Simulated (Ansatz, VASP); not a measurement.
This is a calculation of SnO2 for VASP 6.6.1.

File INCAR:

```
SYSTEM = SnO2
ALGO = Normal ; EDIFF = 1E-6
ENCUT = 520 ; GGA = PE
ISIF = 2 ; ISMEAR = -1
LASPH = .True. ; LCHARG = .False.
LREAL = .False. ; LWAVE = .False.
NELM = 100 ; PREC = Accurate
SIGMA = 0.05
```

Contents of KPOINTS:

```
k-points
0
Gamma
  10 10 10
  0 0 0
```

POSCAR

```
SnO2
1.0
    1.5847512137      0.9149565399      4.8005925840
   -1.5847512137      0.9149565399      4.8005925840
    0.0000000000     -1.8299130797      4.8005925840
Sn O
1 2
Direct
    0.5000000000      0.5000000000      0.5000000000
    0.7628300000      0.7628300000      0.7628300000
    0.2371700000      0.2371700000      0.2371700000
```

Potentials or basis: VASP PAW PBE potentials, release 64 (Sn_d, O).

The run is started by

```bash
$ cat potpaw_PBE.64/Sn_d/POTCAR potpaw_PBE.64/O/POTCAR > POTCAR
$ mpirun -np 1 vasp_std > vasp.out
```

**Question.** Translate it to Ansatz 0.2.0. Potentials there: Ansatz PAW.

**Answer.** As run (the cutoff follows the program's own potentials):

The input input.yaml:

```yaml
crystal:
  lattice:
    - [1.5847512137, 0.9149565399, 4.800592584]
    - [-1.5847512137, 0.9149565399, 4.800592584]
    - [0.0, -1.8299130797, 4.800592584]
  atoms:
    - { symbol: Sn, position: [0.5, 0.5, 0.5] }
    - { symbol: O, position: [0.76283, 0.76283, 0.76283] }
    - { symbol: O, position: [0.23717, 0.23717, 0.23717] }
hamiltonian:
  xc: pbe
  pseudopotentials: { kind: paw }
kpoints:
  mp_grid: { grid: [10, 10, 10] }
scf:
  occupations: { method: fermi_dirac, width: 0.05 }
output:
  forces: true
  stress: true
  eigenvalues: true
```

Potentials or basis: Ansatz PAW.

The run is started by

```sh
$ ansatz run input.yaml --threads 2 --pin off --max-ram 5632MiB --backend cpu --events-out ev --progress --plain --runs-dir out
```

Both were run:

|  | VASP | Ansatz | Ansatz less VASP |
| --- | --- | --- | --- |
| gap on the k mesh at the Fermi level (eV) | 2.31 | 2.34 | +0.024 |
| least direct gap on the mesh (eV) | 2.48 | 2.50 | +0.019 |
| pressure (GPa) | 7.6 | 7.0 | -0.62 |
| largest component of the traceless stress (GPa) | 4.70 | 4.31 | -0.389 |
| rms of the force components (eV/Å) | 0.155 | 0.128 | -0.0270 |

Atom by atom the forces differ by 0.027 eV/Å (rms over components). The functional is the same, so the differences come from potentials, cutoffs and numerics.

Caveats: spin-orbit coupling is left out, which moves the levels of the heavy elements; the pressure holds a Pulay correction of +0.8 GPa for the finite cutoff (Ansatz). A k mesh can miss the band edges.
